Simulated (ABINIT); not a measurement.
The system is Al2Pt.

```xyz
3
Lattice="0.0000 2.9550 2.9550 2.9550 0.0000 2.9550 2.9550 2.9550 0.0000" Properties=species:S:1:pos:R:3 pbc="T T T"
Pt    0.0000    0.0000    0.0000
Al    4.4325    4.4325    4.4325
Al    1.4775    1.4775    1.4775
```

```yaml
Program: ABINIT 10.8.3 (patched build)
Task: relaxation of cell and atoms
Functional: PBE
Potentials_or_basis: SPMS NC PBE v1.0
Cutoff: 599 eV
k_mesh: 6 × 6 × 6
Occupations: fermi-dirac, width 0.05 eV
Spin: no spin polarisation
```

At the start: pressure 2.4 GPa; volume 17.20 Å³/atom.

Q: How do energy, volume and symmetry change on relaxing?

A: Over 4 steps the energy falls by 2.2 meV/atom and the volume is 17.50 Å³/atom (+1.8 %); space group Fm-3m (No. 225, to 0.05 Å).

Step by step:
```
step  energy change (eV)  largest force (eV/Å)  pressure (GPa)  volume (Å³)
   1              0.0000                0.0000            2.37        51.61
   2             -0.0044                0.0000            1.36        51.98
   3             -0.0066                0.0000            0.03        52.50
   4             -0.0066                0.0000            0.00        52.51
```

Final structure:
```
CELL_PARAMETERS angstrom
0.00000 2.97223 2.97223
2.97223 0.00000 2.97223
2.97223 2.97223 0.00000
ATOMIC_POSITIONS crystal
Pt 0.00000 0.00000 0.00000
Al 0.75000 0.75000 0.75000
Al 0.25000 0.25000 0.25000
```
